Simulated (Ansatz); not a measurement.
CdI2 built on the CdI2 prototype, relaxed with r2SCAN+rVV10, was run in the PAW code Ansatz under altered settings. All numbers are computed, without spin polarisation but where a row says otherwise.

```
CELL_PARAMETERS angstrom
4.24701 0.00000 0.00000
-2.12350 3.67802 0.00000
0.00000 0.00000 6.89503
ATOMIC_POSITIONS crystal
Cd 0.00000 0.00000 0.00000
I 0.33333 0.66667 0.24939
I 0.66667 0.33333 0.75061
```

The base run's other keys:
```yaml
kpoints:
  mp_grid: { grid: [6, 6, 2] }
hamiltonian:
  xc: hse06
scf:
  occupations: { method: fixed }
  n_extra_bands: 4
```

It takes 15 iterations with 2093 plane waves at 420 eV and 14 k points, and leaves a mean stress of +0.79 GPa. The gap over this mesh is 3.341 eV.

Outcomes, with energy and stress as changes against the base:
```csv
setting,outcome,ΔF (meV/atom),Δ mean stress (GPa),gap on the mesh (eV),iterations
hamiltonian.xc: wpbeh,converged,–,+0.1,3.256,17
"PBE hybrid, exx coeff 0.35, omega 0.3 1/Å",converged,–,-0.2,3.467,16
"PBE hybrid, exx coeff 1.5, omega 0.5 1/Å",refused,–,–,–,–
"PBE hybrid, exx coeff 0.3, omega 0.1 1/Å",converged,–,-0.2,3.937,16
scf.occupations: gaussian 0.05,converged,0.0,0.0,3.341,15
```
A dash marks a value that wasn't obtained or can't be compared. Stress is positive in compression. The base's mesh is coarse for a hybrid, so its own values aren't converged.

- hamiltonian.xc: wpbeh. The mean stress moves by +0.1 GPa and the gap on the mesh by -0.085 eV (to 3.256). It's another functional on the same cell, so totals aren't comparable.
- PBE hybrid, exx coeff 0.35, omega 0.3 1/Å. That is 35 % exact exchange, screened with ω = 0.3 1/Å, against HSE06's 25 % screened at 0.208 1/Å. The mean stress moves by -0.2 GPa and the gap on the mesh by +0.126 eV (to 3.467). Totals of different functionals aren't comparable.
- PBE hybrid, exx coeff 1.5, omega 0.5 1/Å. It is rejected at once. Error: invalid value for `hamiltonian.xc.exx.coeff`: must be finite and in (0, 1]; got 1.5
- PBE hybrid, exx coeff 0.3, omega 0.1 1/Å. That is 30 % exact exchange, screened with ω = 0.1 1/Å, against HSE06's 25 % screened at 0.208 1/Å. The mean stress moves by -0.2 GPa and the gap on the mesh by +0.596 eV (to 3.937). Totals of different functionals aren't comparable. The program warns that on this mesh the truncation of the exchange isn't bounded, so part of the change can be an error of the mesh.

Within 1 meV an atom, 0.1 GPa and 0.005 eV of the base stay: scf.occupations: gaussian 0.05.

No spin-orbit coupling is included; it can move band edges with weight on the heavy atoms by tenths of an eV.

The program warns that its thresholds are loose for a hybrid's stress.

The meshes of the hybrids are coarse, so their gaps aren't converged to the digits shown.
